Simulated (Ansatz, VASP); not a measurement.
## One calculation of H, two programs

```
H
1.0
     2.72242    0.00000    0.00000
     0.00000    2.72242    0.00000
     0.00000    0.00000    0.91918
H
1
Direct
  0.00000 0.00000 0.50000
```

Alike in both runs: task single point; functional r2SCAN; k mesh 14 × 14 × 34; occupations gaussian, width 0.05 eV; no spin polarisation.

|  | VASP | Ansatz |
| --- | --- | --- |
| version | VASP 6.6.1 | Ansatz 0.2.0 |
| potentials or method | VASP PAW PBE potentials, release 64 (H) | scalar-relativistic, plane waves, PAW |
| plane-wave cutoff (eV) | 520 | 500 |
| valence electrons in the cell | 1 | 1 |

Ansatz gave:

```
pressure (GPa)                                  : 7.7
largest component of the traceless stress (GPa) : 13.85
```

Problem. Estimate VASP's values.

Solution. Pressure (GPa): 7.6; largest component of the traceless stress (GPa): 14.22.

The functional is the same, so the differences come from potentials, cutoffs and numerics.

Caveats: the PAW data sets were made with another functional, which shifts forces and pressure a little (VASP).
